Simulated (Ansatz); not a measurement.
The computed numbers are results of PBEsol, scalar-relativistic (no spin polarisation) in the plane-wave PAW code Ansatz at 420 eV, Γ-centred 8×8×8 mesh, 0.05 eV Gaussian smearing. The datasets are Ansatz's generated set soft_2.

A crystal of composition XS, relaxed at this level of theory, gives this pattern between 10° and 80°.

Cu Kα1 powder pattern (kinematic, no thermal factors).
```json
{"2θ (°)": "24.86", "relative intensity": "62"}
{"2θ (°)": "35.44", "relative intensity": "100"}
{"2θ (°)": "43.77", "relative intensity": "20"}
{"2θ (°)": "50.99", "relative intensity": "18"}
{"2θ (°)": "57.53", "relative intensity": "28"}
{"2θ (°)": "63.63", "relative intensity": "37"}
{"2θ (°)": "75.00", "relative intensity": "12"}
```

Question: Which lattice and cell does the pattern come from?

Answer: Cubic, space group Pm-3m (No. 221), a = 3.579 Å, b = 3.579 Å, c = 3.579 Å, α = 90.00°, β = 90.00°, γ = 90.00°. The line positions fix the lattice at most, not the space group, and lines under 1 % of the strongest aren't listed; this is the group of the computed cell.

A compound XS has these computed properties.

```json
{
 "Band gap": "zero (metallic)",
 "Density of states at the Fermi level": "about 0.2 states/(eV·atom)",
 "Formation energy from the elements (0 K, uncorrected)": "-0.33 eV/atom",
 "Bulk modulus (Birch–Murnaghan)": "65 GPa"
}
```

Sites: X on 1a, S on 1b.

Question: Which element is X?
A. Hg
B. Pb
C. Bi
D. Tl

Answer: B. X is Pb, so the compound is PbS.

This is a trial structure; measured cells of the compound in the Crystallography Open Database are in space groups C2/m, Fm-3m (rock salt).

No spin–orbit coupling, a notable omission for heavy elements.
